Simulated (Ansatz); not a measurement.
Ansatz input file:

```yaml
crystal:
  lattice:
    - [0.0, 3.18259635, 3.18259635]
    - [3.18259635, 0.0, 3.18259635]
    - [3.18259635, 3.18259635, 0.0]
  atoms:
    - { symbol: K, position: [0.0, 0.0, 0.0] }
    - { symbol: Br, position: [0.5, 0.5, 0.5] }
basis:
  ecutwfc: 420
kpoints:
  mp_grid: { grid: [6, 6, 6] }
hamiltonian:
  xc: pbe
scf:
  occupations: { method: gaussian, width: 0.02 }
output:
  forces: true
  stress: true
  eigenvalues: true
```

It can be run as
```bash
ansatz run input.yaml --threads 1 --pin off --backend cpu --events-out ev --progress --plain --runs-dir out  # memory cap (--max-ram) not shown
```

All numbers below come from Ansatz 0.2.0, DFT PBE, scalar-relativistic, plane waves, PAW.

From the run's log, abridged:

```
Pseudopotentials: kind: paw
Pseudopotential: K, paw, valence charge 9, recommended cutoff 420 eV (normal)
Pseudopotential: Br, paw, valence charge 7, recommended cutoff 420 eV (normal)
Functional definition: PBE
Crystal: 2 atoms, lattice volume = 64.473 Å³
Basis set: ecut = 420 eV, 1243 PW (Γ), exchange–correlation on 64×64×64 points (8 copies of the dense FFT grid, shifted against one another)
Bands: 12, of which v1, the nominal top of the filled ones, is band 8 counted from 1 (7 counted from 0)
Symmetry: 48 space group operations
Space group: Fm-3m (ITA 225), of the structure as read, at distance tolerance 4.0e-5 Å
k-points: 16 of 216
Initial density: superposition of atomic densities (neutral atoms: chi_scale 0, normalization atom), corrected by the library's trained network
Initial wavefunctions: pseudopotential atomic-orbital guess
Functional: x = pbe(κ = 0.804, μ = 0.21951497), c = pbe(β = 0.06672455)
SCF iter   1: F=—  HF=-4324.414734 eV  |F-HF|=—  |Δ(HF+E_count)|=         —  Δρ=1.81e-4  dr2=1.54e-5  ethr=1.77e-3  ⟨swp⟩=7.3  Hψ=1378  notcnv=0
SCF iter   2: F=—  HF=-4324.414428 eV  |F-HF|=—  |Δ(HF+E_count)|=   3.06e-4  Δρ=2.47e-4  dr2=6.63e-5  ethr=9.65e-8  ⟨swp⟩=3.4  Hψ=596  notcnv=0
SCF iter   3: F=—  HF=-4324.414414 eV  |F-HF|=—  |Δ(HF+E_count)|=   1.36e-5  Δρ=1.18e-4  dr2=1.34e-5  ethr=9.65e-8  ⟨swp⟩=2.0  Hψ=304  notcnv=0
SCF iter   4: F=-4324.414417 eV  HF=-4324.414417 eV  |F-HF|=2.94e-7  |Δ(HF+E_count)|=   2.73e-6  Δρ=1.64e-5  dr2=9.70e-8  ethr=8.39e-8  ⟨swp⟩=2.0  Hψ=304  notcnv=0
SCF iter   5: F=-4324.414417 eV  HF=-4324.414417 eV  |F-HF|=5.45e-8  |Δ(HF+E_count)|=   3.65e-7  Δρ=9.09e-6  dr2=8.46e-8  ethr=6.06e-10  ⟨swp⟩=2.0  Hψ=320  notcnv=0
SCF iter   6: F=-4324.414417 eV  HF=-4324.414417 eV  |F-HF|=8.47e-9  |Δ(HF+E_count)|=   1.48e-8  Δρ=3.24e-6  dr2=1.13e-8  ethr=5.29e-10  ⟨swp⟩=2.9  Hψ=681  notcnv=0
SCF 1 converged in 6 iterations: F = -4324.414417 eV  dr2 = 1.13e-8
SCF converged after 6 iterations
Free energy (F): -4324.414417 eV
Harris-Foulkes:  -4324.414417 eV  (|F-HF|=8.47e-9)
Internal energy: -4324.414417 eV  (E = F + TS)
E sigma→0 (E₀):  -4324.414417 eV
Fermi energy:    4.235949 eV
--- Per-component energies (eV) ---
  E_band       = -120.099756
  E_kinetic    = 389.955496
  E_local      = -794.351043  (includes V_loc(G=0)·N_el)
  E_nonlocal   = 83.123866
  E_hartree    = 256.044073
  E_xc         = -401.234923
  E_vxc        = -270.465163  (∫ρ·V_xc dr)
  E_paw        = -3028.455146  (= ΣΔE_a)
  E_vpaw       = -40.449395  (= ΣTr[D̂ρ^β])
  E_aug_tail   = -0.000003  (compensation charges beyond the density's cutoff)
  E_ewald      = -829.496738
  E_smearing   =  0.000000  (= −TS)
--- Forces (eV/Å), atoms counted from 1 ---
  atom   1  K      0.00000000     0.00000000     0.00000000
  atom   2  Br     0.00000000     0.00000000     0.00000000
--- Stress (GPa, compression-positive) ---
        3.063614       0.000000       0.000000
        0.000000       3.063614       0.000000
        0.000000       0.000000       3.063614
  P = ⅓ Tr σ = 3.0636 GPa (30.636 kbar)
--- Band table (eV; the first three rows and the last of 16) ---
  k-point 0: bands = ["-25.7022", "-10.5782", "-9.1888", "-9.1888", "-9.1888", "1.8617", "1.8617", "1.8617", "6.6101", "9.4654", "9.4654", "9.4654"]
  k-point 1: bands = ["-25.6996", "-10.6403", "-9.1905", "-9.1905", "-9.1021", "1.4211", "1.7445", "1.7445", "7.3336", "9.3544", "9.8251", "9.8251"]
  k-point 2: bands = ["-25.6946", "-10.7477", "-9.1940", "-9.1940", "-8.9439", "0.7373", "1.5277", "1.5277", "8.3732", "9.8556", "10.7888", "10.7888"]
  k-point 15: bands = ["-25.6890", "-10.5413", "-9.3091", "-9.2660", "-9.1081", "1.0506", "1.2814", "1.3446", "8.4287", "10.2329", "10.4219", "11.5080"]
```

The run converged.